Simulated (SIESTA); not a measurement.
Runs of SIESTA 5.4.2 on CdSe. Symmetry: F-43m, No. 216, cubic system. Conventional cell: a = 6.141 Å, b = 6.141 Å, c = 6.141 Å, α = 90.00°, β = 90.00°, γ = 90.00°. Around Cd (site symmetry -43m) lie 4 Se at 2.66 Å. Se (site symmetry -43m) has 4 Cd at 2.66 Å as nearest neighbours. Measurements of this composition are mostly on another form, of space group No. 186.

```tsv
task	level	potentials or basis	cell	k mesh	optimiser	force tolerance	stress tolerance (GPa)	grid cutoff	energy shift	gap on the mesh (eV)	pressure (GPa)
relaxation of cell and atoms	LDA	PseudoDojo 0.4 standard (LDA files), TZP (energy shift 0.002 Ry)	relaxed	6 × 6 × 6	Broyden	0.01 eV/Å	0.05	1200 Ry	0.002 Ry	0.55	0.0
band structure	vdW-DF-cx	PseudoDojo 0.4 standard (PBE files), DZP (energy shift 0.003 Ry; two zetas on semicore shells)	as given	8 × 8 × 8	-	-	-	800 Ry	0.003 Ry	(a)	-0.6
band structure	AM05	PseudoDojo 0.4 standard (PBEsol files), DZP (energy shift 0.003 Ry; two zetas on semicore shells)	as given	8 × 8 × 8	-	-	-	800 Ry	0.003 Ry	(b)	-0.7
single point	PBE	PseudoDojo 0.4 standard (PBE files), DZP (energy shift 0.002 Ry)	as given	8 × 8 × 8	-	-	-	800 Ry	0.002 Ry	0.81	2.0
```

Alike in all rows: no spin polarisation; smearing fermi-dirac 0.05 eV.

Question: Estimate the missing entries.

Answer: (a) 0.70; (b) 0.76.

Caveats: the basis of atomic orbitals isn't converged, which shifts pressures, moduli and gaps; semicore shells carry a single zeta, which can move pressures by several GPa and volumes by a few percent (some runs); the potentials were made for another functional, which shifts forces and pressure (some runs).

A k mesh can miss the band edges, and the runs leave out spin-orbit coupling on Cd, Se.

Not every run made on this cell is shown here.
